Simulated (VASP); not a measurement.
# Si (I4_1/amd) in VASP: phonons with LDA

Aim: the phonons of Si with LDA.

Program: VASP 6.6.1. These are calculated values, not measurements. Logs are shortened: lines on timing, memory, paths and dates and some standing lists are left out, and cuts for length are marked.

## (1) The structure

Symmetry: I4_1/amd, No. 141, tetragonal system. Conventional cell: a = 3.830 Å, b = 3.830 Å, c = 5.485 Å, α = 90.00°, β = 90.00°, γ = 90.00°. Si (site symmetry -4m2) is surrounded by 4 Si at 2.36 Å.

## (2) Phonons, LDA

Contents of POSCAR:

```
Si
1.0
    0.0000000000      2.7079424891      2.7426550000
    2.7079424891      0.0000000000      2.7426550000
    2.7079424891      2.7079424891      0.0000000000
Si
2
Direct
    0.0000000000      0.0000000000      0.0000000000
    0.2500000000      0.2500000000      0.2500000000
```

Contents of INCAR.step1:

```
PREC = Accurate ; ENCUT = 600
EDIFF = 1E-8 ; ISMEAR = 0
SIGMA = 0.01 ; LREAL = False
LASPH = True ; NELM = 60
ALGO = Fast ; ISIF = 3
LWAVE = False ; LCHARG = False
GGA = CA ; IBRION = 2
NSW = 40 ; EDIFFG = -0.002
```

Contents of INCAR.step2:

```
PREC = Accurate ; ENCUT = 600
EDIFF = 1E-8 ; ISMEAR = 0
SIGMA = 0.01 ; LREAL = False
LASPH = True ; NELM = 60
ALGO = Fast ; ISIF = 2
LWAVE = False ; LCHARG = False
GGA = CA ; IBRION = 8
NSW = 1
```

Contents of KPOINTS:

```
regular mesh
0
Gamma
  10 10 10
```

Potentials or basis: VASP PAW LDA potentials, release 64 (Si).

Started as:

```sh
> cat potpaw_LDA.64/Si/POTCAR > POTCAR
> cp INCAR.step1 INCAR
> mpirun -np 1 vasp_std > vasp.out
> cp CONTCAR POSCAR
> cp INCAR.step2 INCAR
> mpirun -np 1 vasp_std > vasp.out
```

OUTCAR:

```text
PREC = Accurate
   ENCUT = 600
   EDIFF = 1E-8
   ISMEAR = 0
   LREAL = False
   LASPH = True
   NELM = 60
   ISIF = 2
   GGA = CA
   IBRION = 8
   NSW = 1

 ion  position               nearest neighbor table
   1  0.000  0.000  0.000-   2 2.34   2 2.34   2 2.34   2 2.34
   2  0.250  0.250  0.250-   1 2.34   1 2.34   1 2.34   1 2.34

  LATTYP: Found a body centered tetragonal cell.
 ALAT       =     3.8204863298
 C/A-ratio  =     1.4143192631

  Lattice vectors:

 A1 = (  -2.7014917912,   0.0000000000,   2.7016937053)
 A2 = (   2.7014917912,   0.0000000000,   2.7016937053)
 A3 = (   0.0000000000,   2.7014917912,  -2.7016937053)

Analysis of symmetry for initial positions (statically):
=====================================================================
 Subroutine PRICEL returns:
 Original cell was already a primitive cell.

 Routine SETGRP: Setting up the symmetry group for a
 body centered tetragonal supercell.

 Subroutine GETGRP returns: Found 16 space group operations
 (whereof  8 operations were pure point group operations)
 out of a pool of 16 trial point group operations.

The static configuration has the point symmetry D_2d.
 The point group associated with its full space group is D_4h.

Analysis of symmetry for dynamics (positions and initial velocities):
=====================================================================
 Subroutine PRICEL returns:
 Original cell was already a primitive cell.

 Routine SETGRP: Setting up the symmetry group for a
 body centered tetragonal supercell.

 Subroutine GETGRP returns: Found 16 space group operations
 (whereof  8 operations were pure point group operations)
 out of a pool of 16 trial point group operations.

The dynamic configuration has the point symmetry D_2d.
 The point group associated with its full space group is D_4h.

 Subroutine INISYM returns: Found 16 space group operations
 (whereof  8 operations are pure point group operations),
[... 438 lines left out ...]
     2.701491791  2.701491791  0.000000000     0.185082924  0.185082924 -0.185069092

 POSITION                                       TOTAL-FORCE (eV/Angst)
 -----------------------------------------------------------------------------------
      0.00000      0.00000      0.00000        -0.000000     -0.000000     -0.000000
      1.35075      1.35075      1.35085         0.000000      0.000000      0.000000
 -----------------------------------------------------------------------------------
    total drift:                               -0.000000     -0.000000      0.000000

  FREE ENERGIE OF THE ION-ELECTRON SYSTEM (eV)
  ---------------------------------------------------
  free  energy   TOTEN  =       -11.9192897338 eV

  energy  without entropy=      -11.9192897338  energy(sigma->0) =      -11.91928973

[... ionic steps 2 to 3 ...]

--------------------------------------- Ionic step        4  -------------------------------------------

------------------------ aborting loop because EDIFF is reached ----------------------------------------

[... ionic steps 5 to 5 ...]

--------------------------------------- Ionic step        6  -------------------------------------------

 Free energy of the ion-electron system (eV)
  ---------------------------------------------------
  ---------------------------------------------------
  free energy    TOTEN  =        -0.01774125 eV

  energy without entropy =       -0.01774125

------------------------ aborting loop because EDIFF is reached ----------------------------------------

 INTERNAL STRAIN TENSOR  FOR ION    1  DIRECTION 3   (eV/Angst):
 -----------------------------------------------------------------------------
     0.00169  9.67342  0.00000
     9.67342  0.00169  0.00000
     0.00000  0.00000  0.00279

 INTERNAL STRAIN TENSOR FOR ION    2 for displacements in x,y,z  (eV/Angst):
          X           Y           Z          XY          YZ          ZX
  --------------------------------------------------------------------------------
  x     0.00000     0.00000     0.00000     0.00000    -9.71814     0.00000
  y     0.00000     0.00000     0.00000     0.00000     0.00000    -9.45152
  z     0.00000     0.00000     0.00000    -9.67342     0.00000     0.00000

 SECOND DERIVATIVES (NOT SYMMETRIZED)
 ------------------------------------
               1X          1Y          1Z          2X          2Y          2Z
  1X   -13.583957    0.000000    0.000000   13.583957    0.000000    0.000000
  1Y     0.000000  -13.583957    0.000000    0.000000   13.583957    0.000000
  1Z     0.000000    0.000000  -13.579384    0.000000    0.000000   13.579384
  2X    13.583957    0.000000    0.000000  -13.583957    0.000000    0.000000
  2Y     0.000000   13.583957    0.000000    0.000000  -13.583957    0.000000
  2Z     0.000000    0.000000   13.579384    0.000000    0.000000  -13.579384

 Eigenvectors and eigenvalues of the dynamical matrix
 ----------------------------------------------------

   1 f  =   15.375940 THz    96.609878 2PiTHz  512.886137 cm-1    63.589748 meV
             X         Y         Z           dx          dy          dz
      0.000000  0.000000  0.000000    -0.700487    0.096528    0.000000
      1.350746  1.350746  1.350847     0.700487   -0.096528    0.000000
[... 11 lines left out ...]
   4 f  =    0.000000 THz     0.000002 2PiTHz    0.000008 cm-1     0.000001 meV
             X         Y         Z           dx          dy          dz
      0.000000  0.000000  0.000000     0.220071   -0.671989    0.000000
      1.350746  1.350746  1.350847     0.220071   -0.671989    0.000000

   5 f/i=    0.000000 THz     0.000001 2PiTHz    0.000003 cm-1     0.000000 meV
             X         Y         Z           dx          dy          dz
      0.000000  0.000000  0.000000     0.671989    0.220071   -0.000000
      1.350746  1.350746  1.350847     0.671989    0.220071    0.000000

   6 f/i=    0.000000 THz     0.000001 2PiTHz    0.000003 cm-1     0.000000 meV
             X         Y         Z           dx          dy          dz
      0.000000  0.000000  0.000000     0.000000    0.000000    0.707107
      1.350746  1.350746  1.350847     0.000000    0.000000    0.707107

--------------------------------------------------------------------------------------------------------

 ELASTIC MODULI CONTR FROM IONIC RELAXATION (kBar)
 Direction    XX          YY          ZZ          XY          YZ          ZX
 --------------------------------------------------------------------------------
 XX           0.0000      0.0000      0.0000      0.0000      0.0000      0.0000
 YY           0.0000      0.0000      0.0000      0.0000      0.0000      0.0000
 ZZ           0.0000      0.0000      0.0000      0.0000      0.0000      0.0000
 XY           0.0000      0.0000      0.0000   -279.9738      0.0000      0.0000
 YZ           0.0000      0.0000      0.0000      0.0000   -282.4730     -0.0000
 ZX           0.0000      0.0000      0.0000      0.0000     -0.0000   -267.1861
 --------------------------------------------------------------------------------
```

OUTCAR.step1:

```text
PREC = Accurate
   ENCUT = 600
   EDIFF = 1E-8
   ISMEAR = 0
   LREAL = False
   LASPH = True
   NELM = 60
[... 632 lines left out ...]
  -------------------------------------------------------------------------------------
  Total       -0.0012545     -0.0012545     -0.0027664      0.0000000      0.0000000      0.0000000
  in kB       -0.0509675     -0.0509675     -0.1123981      0.0000000      0.0000000      0.0000000
  external PRESSURE =      -0.0714444 kB  Pullay stress =       0.0000000 kB
[... 17 lines left out ...]
  FREE ENERGIE OF THE ION-ELECTRON SYSTEM (eV)
  ---------------------------------------------------
  free  energy   TOTEN  =       -11.9193223650 eV

  energy  without entropy=      -11.9193223650  energy(sigma->0) =      -11.91932237

 reached required accuracy - stopping structural energy minimisation
```

OSZICAR.step1:

```text
N       E                     dE             d eps       ncg     rms          rms(c)
DAV:   1     0.814671681821E+01    0.81467E+01   -0.35612E+03  1632   0.874E+02
DAV:   2    -0.118341756231E+02   -0.19981E+02   -0.19341E+02  2480   0.876E+01
DAV:   3    -0.121697460828E+02   -0.33557E+00   -0.33557E+00  2144   0.136E+01
[... 47 lines left out ...]
RMM:   2    -0.119193215976E+02   -0.65848E-05   -0.72555E-05  1632   0.721E-02    0.102E-02
RMM:   3    -0.119193222042E+02   -0.60654E-06   -0.81258E-06  1632   0.279E-02    0.244E-03
RMM:   4    -0.119193223299E+02   -0.12570E-06   -0.11652E-06  1635   0.110E-02    0.186E-03
RMM:   5    -0.119193223598E+02   -0.29936E-07   -0.25913E-07  1625   0.512E-03    0.773E-04
RMM:   6    -0.119193223650E+02   -0.52071E-08   -0.46783E-08  1459   0.213E-03
   5 F= -.11919322E+02 E0= -.11919322E+02  d E =-.520945E-03
```

Run time: 2.7 min. Hardware: 1 thread of Intel Xeon 6975P-C (Granite Rapids), shared host; peak memory 0.33 GiB.

What came out:

```yaml
Relaxed_volume: 19.72 Å³/atom
Relaxed_cell: a = 3.821 Å, b = 3.821 Å, c = 3.820 Å, α = 60.00°, β = 60.00°, γ = 60.00°
Space_group_after_relaxing_to_0.05_Å: Fd-3m (No. 227)
Highest_phonon_frequency_at_Γ: 513 cm⁻¹
```

Step by step:
| step | energy change (eV) | largest force (eV/Å) | pressure (GPa) | volume (Å³) |
| --- | --- | --- | --- | --- |
| 1 | 0.0000 | 0.0000 | -1.85 | 40.22 |
| 2 | -0.0034 | 0.0000 | 1.39 | 38.89 |
| 3 | -0.0054 | 0.0000 | 0.12 | 39.38 |
| 4 | -0.0059 | 0.0000 | 0.05 | 39.41 |
| 5 | -0.0060 | 0.0000 | -0.01 | 39.43 |

Final structure:
```xyz
2
Lattice="0.0000 2.7015 2.7017 2.7015 0.0000 2.7017 2.7015 2.7015 0.0000" Properties=species:S:1:pos:R:3 pbc="T T T"
Si    0.0000    0.0000    0.0000
Si    1.3507    1.3507    1.3508
```

Phonon frequencies in cm⁻¹ (negative: imaginary):
```tsv
q point	frequencies
(0.000, 0.000, 0.000)	0 0 0 513 513 513
```
